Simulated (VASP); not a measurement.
A run of VASP 6.6.1 is set up as follows.

File INCAR:

```
PREC = Accurate ; ENCUT = 520
EDIFF = 1E-6 ; ISMEAR = -1
SIGMA = 0.05 ; LREAL = Auto
LASPH = T ; NELM = 60
ALGO = Fast ; ISIF = 2
LWAVE = F ; LCHARG = F
GGA = PE ; IVDW = 12
NBANDS = 72
```

Contents of KPOINTS:

```
regular mesh
0
Gamma
  1 1 1
```

Contents of POSCAR:

```
H22CO12
1.0
    6.6221480000      0.0000000000      0.0000000000
    0.0000000000      6.6221480000      0.0000000000
    0.0000000000      0.0000000000      6.6221480000
O H C
12 22 1
Direct
    0.5041868590      0.1528809081      0.4944619178
    0.1383538997      0.5949882123      0.4120566318
    0.5596824474      0.7632417759      0.4131589931
    0.0486096052      0.6192250611      0.8784007848
    0.7117781119      0.1394260593      0.8675583814
    0.7091807673      0.5202692540      0.6782995487
    0.5082791868      0.3877895813      0.1314528156
    0.1304561601      0.1273604879      0.7180449606
    0.6872090446      0.8049502971      1.0663458443
    0.9177837765      0.3259818415      0.2773269338
    0.0185287312      0.9187502303      0.1138301349
    0.3449484971      0.9909775499      0.0606449750
    0.4679448421      0.2426252026      0.3669051190
    0.5033110103      0.0195404875      0.4392834470
    0.1518691518      0.6364853217      0.5527360609
    0.2655482783      0.5642731029      0.3464434803
    0.7015246412      0.7243722128      0.4578121782
    0.5966342039      0.7897588517      0.2674660850
    0.0543177229      0.5082036826      0.9762995330
   -0.0685427145      0.6005151199      0.7917823643
    0.8555532132      0.1064307231      0.8513098771
    0.6568865571      0.1099039164      0.7366491960
    0.6843549857      0.3783666569      0.6550291537
    0.5885552543      0.5626271113      0.7471442801
    0.5517092037      0.2729023876      0.0470240170
    0.6151478342      0.4675824219      0.1952236646
    0.2306351353      0.0812274205      0.8291871459
    0.2396050345      0.1653844040      0.6263375569
    0.6373611704      0.9307402976      0.9984071634
    0.6194213720      0.6851855319      1.0119375163
    0.9827626927      0.4333035142      0.3836368502
    0.8719678268      0.2044200764      0.3642171694
    0.0604184624      0.8209420871      0.0080185462
    0.2064435890      1.0216473567      0.3422756483
    0.2042388663      0.9743364238      0.1794281855
```

Potentials or basis: VASP PAW PBE potentials, release 64 (O, H, C).

Run with:

```sh
$ cat potpaw_PBE.64/O/POTCAR potpaw_PBE.64/H/POTCAR potpaw_PBE.64/C/POTCAR > POTCAR
$ mpirun -np 1 vasp_gam > vasp.out
```

Task: What does it give for the band gap on the k mesh?

Result: 4.27 eV, direct.

Task: Predict the largest force.

Result: 3.486 eV/Å.

Task: Estimate the pressure.

Result: 1.7 GPa.

Forces on the atoms (eV/Å):
```
O   -0.908  3.170 -1.131
O   -0.605  0.433  0.431
O    1.482 -0.286  0.500
O    1.428  0.050  0.239
O    0.447 -0.139  0.361
O    0.563  0.302  0.010
O   -1.453  0.573  0.413
O    1.557 -0.641  1.405
O   -0.563 -0.901 -0.831
O   -0.267 -0.598  2.799
O    2.474  0.805  1.911
O    0.504  0.213  0.061
H    0.941 -0.930  1.590
H    0.381 -1.962 -0.201
H    0.716 -0.071 -0.097
H    0.487  0.077  0.449
H   -1.865  0.191  0.073
H   -0.126  0.283 -0.298
H   -0.294  0.024 -0.429
H   -0.823 -0.537  0.107
H    0.159  0.314  0.267
H   -0.713 -0.152 -1.023
H    0.144 -0.463 -0.159
H   -0.513  0.296  0.111
H    0.853  0.548  0.346
H    0.553 -1.025 -0.294
H   -1.605  0.136 -0.644
H   -0.056  0.292 -0.773
H    0.354 -0.634  0.067
H   -0.106  0.551 -0.152
H   -0.563 -1.622 -1.955
H    0.642  1.889 -1.455
H   -1.083 -0.886 -1.162
H    0.054 -0.291 -0.548
C   -2.197  0.992  0.011
```

Caveat: the standard files for N, O and F lose accuracy on very short bonds. A hybrid or GW would open this gap; PBE tends to underestimate it.
